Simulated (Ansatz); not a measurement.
Crystal: I.

```
CELL_PARAMETERS angstrom
-1.61746 1.61746 4.26481
1.61746 -1.61746 4.26481
1.61746 1.61746 -4.26481
ATOMIC_POSITIONS crystal
I 0.00000 0.00000 0.00000
```

```yaml
Program: Ansatz 0.2.0
Task: single point
Functional: PBE
Potentials_or_basis: Ansatz PAW
Cutoff: "420 eV (not typed: the program's choice for these potentials)"
k_mesh: 11 × 11 × 11
Occupations: fermi-dirac, width 0.05 eV
Spin: no spin polarisation
```

On this cell: pressure 0.1 GPa; band gap on the k mesh none (metal or under the smearing width).

The same run follows on a disturbed copy (cell strained at random at fixed volume):

```
CELL_PARAMETERS angstrom
-1.58994 1.63206 4.23669
1.68421 -1.64020 4.27552
1.55534 1.60560 -4.23977
ATOMIC_POSITIONS crystal
I 0.00275 0.01163 0.01539
```

Problem. What does the disturbed cell give?

Solution. The energy (extrapolated to zero smearing) moves by -0.0 meV/atom; pressure 0.1 GPa; band gap on the k mesh none (metal or under the smearing width).

Stress tensor (GPa, compression positive):
```
 0.08 -0.03 -0.03
-0.03 -0.05  0.00
-0.03  0.00  0.17
```

Caveats: an odd number of electrons without spin polarisation forces a metal; a magnetic or distorted state may lie lower.
